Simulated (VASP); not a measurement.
Write the native input for VASP 6.6.1 that does the following.

| Property | Result |
| --- | --- |
| Task | single point |
| Functional | LDA |
| Potentials or basis | VASP PAW LDA potentials, release 64 (Mg, Si) |
| Cutoff | 520 eV |
| k mesh | 1 × 1 × 1 |
| Occupations | fermi-dirac, width 0.05 eV |
| Spin | no spin polarisation |
| Dipole correction | no |
| Further INCAR settings | LREAL = Auto; ALGO = Normal; EDIFF = 1e-06; NBANDS = 48 |

The structure of Mg15Si8 (a cell with a defect) lies in POSCAR:

```
Mg15Si8
1.0
    0.0000000000      6.4549100000      6.4549100000
    6.4549100000      0.0000000000      6.4549100000
    6.4549100000      6.4549100000      0.0000000000
Mg Si
15 8
Direct
   -0.0674292903      0.1471825324      0.1600254690
    0.3269061846      0.2459445600      0.6417053065
    0.2081748622      0.1437587821      0.4287356446
    0.2499492634      0.4854908899      0.9661637420
    0.0245472052      0.6401096220      0.2925137608
    0.3149462967      1.0170319958      0.0579636277
   -0.0021611455      0.6347958376      0.7150913026
    0.2668898559      0.8802369049      0.8409799672
    0.5801862458      0.1479881207      0.1484838673
    0.8271455373      0.2287483482      0.6142533358
    0.6930305767     -0.0075368983      0.6407293053
    0.6872675219      0.4930897565      0.8554185883
    0.6240753163      0.4529342779      0.2763555185
    0.4000675455      0.7187551802      0.5559643744
    0.9793087743      0.8829325273      0.8064171305
   -0.0313172453      0.1520780305     -0.1568495920
    0.1047109874     -0.0819686099      0.4245915125
   -0.1264231415      0.6567171347      0.0849508359
    0.0006506675      0.3937467757      0.6185988651
    0.6705748027     -0.2831487968     -0.0567320071
    0.5129351145     -0.0342452490      0.5066298368
    0.3653110578      0.6705515646      0.1187390684
    0.4899681018      0.2667891574      0.8081135136
```

These files were run (other wordings do the same):

INCAR

```
SYSTEM = Mg15Si8
ALGO = Normal
EDIFF = 1E-6
ENCUT = 520
ISIF = 2
ISMEAR = -1
LASPH = .True.
LCHARG = .False.
LREAL = Auto
LWAVE = .False.
NBANDS = 48
NELM = 100
PREC = Accurate
SIGMA = 0.05
```

KPOINTS

```
k-points
0
Gamma
  1 1 1
  0 0 0
```

Potentials or basis: VASP PAW LDA potentials, release 64 (Mg, Si).

Launch:

```sh
$ cat potpaw_LDA.64/Mg/POTCAR potpaw_LDA.64/Si/POTCAR > POTCAR
$ mpirun -np 1 vasp_gam > vasp.out
```

Results of the run:

The pressure is -0.9 GPa and the largest force is 1.989 eV/Å. The band gap on the k mesh is 0.48 eV, direct.

It took 68 s on 1 thread of Intel(R) Xeon(R) Platinum 8488C (Sapphire Rapids), with other jobs on the host, peak memory 0.47 GiB.
